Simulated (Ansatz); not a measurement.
SnO₂ (P4_2/mnm), an elastic constant from a strain scan

Level of theory: DFT r2SCAN, scalar-relativistic, plane waves, PAW (Ansatz 0.2.0). Cutoff 500 eV, Γ-centred 6×6×8 k-points, Gaussian smearing of 0.05 eV. No spin polarisation. Energies are free energies at this smearing, counted from the undisturbed cell; pressure is positive in compression.

The starting cell (relaxed at this level):

```
Sn O
1.0
     4.75982    0.00000    0.00000
     0.00000    4.76006    0.00000
     0.00000    0.00000    3.20071
Sn O
2 4
Direct
  0.50000 0.50000 0.50000
  0.00000 0.00000 0.00000
  0.30586 0.30596 0.00000
  0.80586 0.19404 0.50000
  0.19414 0.80596 0.50000
  0.69414 0.69404 0.00000
```

The cell is strained by ε times the Voigt pattern (1, -1, 0, 0, 0, 0) (xx, yy, zz, yz, xz, xy; engineering shear) with fractional coordinates fixed. The cell holds 6 atoms in V0 = 72.52 Å³. The stress column is τ = (1/V0) dE/dε, got from the stress tensor σ (compression positive) at each point as −det(1 + εP) σ : P(1 + εP)⁻¹, with P the pattern as a tensor.

```csv
ε,ΔE (meV/atom),τ (GPa)
-0.0300,6.265,-5.554
0.0000,0.000,0.000
0.0150,1.559,2.765
0.0450,14.149,8.391
0.0600,?,?
```

Question: Which combination of elastic constants does this scan measure, and how large is it?

Answer: For small ε, τ = τ0 + Kε with K = pᵀCp, which for this pattern is C11 + C22 − 2 C12 in the Cartesian frame shown. The parabola through τ at ε = -0.0300, 0 and 0.0150 has slope K = 185 GPa at zero. The energies per cell, E = NΔE, of the same two points give K = 2[E(ε₊)/ε₊ − E(ε₋)/ε₋]/[(ε₊ − ε₋)V0] = 184 GPa, in agreement. These are clamped-ion values.

Question: Predict the withheld row at ε = 0.0600 from the harmonic law, and compare.

Answer: ΔE = V0(τ0 ε + Kε²/2)/N = 25.065 meV/atom and τ = 11.08 GPa. The calculation gives 25.280 meV/atom and 11.30 GPa, a miss of 0.9 % of the harmonic energy, so the harmonic law still holds here.

Forces appear on the atoms along this scan, and letting them relax would lower the energy and soften the response.